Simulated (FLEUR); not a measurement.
Runs of FLEUR MaX-R8.1 (later development tree) on BN. Symmetry: F-43m, No. 216, cubic system. The conventional cell has a = 3.626 Å, b = 3.626 Å, c = 3.626 Å, α = 90.00°, β = 90.00°, γ = 90.00°. Around N (site symmetry -43m) lie 4 B at 1.57 Å. B (site symmetry -43m) is surrounded by 4 N at 1.57 Å. The cell is a database's computed one.

```csv
task,level,spin,fixed moment (μB),cell,smearing,gmax,muffin-tin radii,lmax,max iterations,mixing factor,kmax,gap on the mesh (eV),moment (μB),V0 of scaled cells (Å³/atom),B0 (GPa)
band structure,RPBE,off,-,as given,fermi-dirac 0.05 eV,16.3 1/bohr,"N 1.37, B 1.37 bohr","N 8, B 8",60,0.05,5.26 1/bohr,(a),-,-,-
density of states,PBEsol,off,-,volume scaled by 1.15,gaussian 0.1 eV,15.1 1/bohr,"N 1.44, B 1.44 bohr","N 8, B 8",60,0.05,4.86 1/bohr,4.17,-,-,-
equation of state,RPBE,off,-,as given,fermi-dirac 0.05 eV,16.8 1/bohr,"N 1.33, B 1.33 bohr","N 8, B 8",-,-,5.41 1/bohr,-,-,6.05,358
single point,LDA exchange alone (X-alpha),"collinear, ferromagnetic start",-,as given,fermi-dirac 0.05 eV,15.8 1/bohr,"N 1.37, B 1.37 bohr","N 8, B 8",60,0.05,5.11 1/bohr,(b),0.00,-,-
single point,revPBE,"collinear, ferromagnetic start",0.62,as given,fermi-dirac 0.05 eV,22.5 1/bohr,"N 1.37, B 1.37 bohr","N 5, B 5",60,0.05,4.5 1/bohr,-,0.62,-,-
equation of state,RPBE,off,-,as given,fermi-dirac 0.05 eV,16.3 1/bohr,"N 1.33, B 1.33 bohr","N 8, B 8",-,-,5.26 1/bohr,-,-,6.05,359
```

Alike in all rows: potentials or basis all-electron, FLAPW; k mesh 13 × 13 × 13.

Question: Fill in the values left out.

Answer: (a) 4.73; (b) 4.26.

Caveats: an odd mesh through Γ misses points on the zone boundary, where band edges often lie (some runs); the plane-wave cutoff is short for the small spheres of the light atoms, so energies, forces and moduli aren't converged (some runs); the total moment is fixed, so each spin has its own Fermi level (some runs).
